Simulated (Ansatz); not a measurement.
# Mo: two-dimensional strain map

All numbers below come from DFT r2SCAN, scalar-relativistic, plane waves, PAW (Ansatz). Cutoff 500 eV, Γ-centred 20×20×20 k-points, Gaussian smearing of 0.15 eV. No spin polarisation. Energies are free energies at this smearing, counted from the undisturbed cell; pressure is positive in compression.

The starting cell (as given, not relaxed at this level; it stands at -7.3 GPa; this fcc form isn't the usual structure):

```yaml
crystal:
  lattice:
    - [0.00000, 2.01500, 2.01500]
    - [2.01500, 0.00000, 2.01500]
    - [2.01500, 2.01500, 0.00000]
  atoms:
    - { symbol: Mo, position: [0.00000, 0.00000, 0.00000] }
```

The cell is strained by p along both x and y and by q along z, fractional coordinates fixed. Points are written (p, q).

Energy above the undisturbed cell in meV/atom (a dash: not computed):

```csv
p \ q,-0.050,0.000,0.050
-0.050,188.3,36.4,-60.9
0.000,-29.5,0.0,45.5
0.050,-24.4,155.4,–
```

Pressure in GPa:

| p \ q | -0.050 | 0.000 | 0.050 |
| --- | --- | --- | --- |
| -0.050 | 38.7 | 20.7 | 6.6 |
| 0.000 | 5.3 | -7.3 | -17.0 |
| 0.050 | -16.7 | -24.9 | – |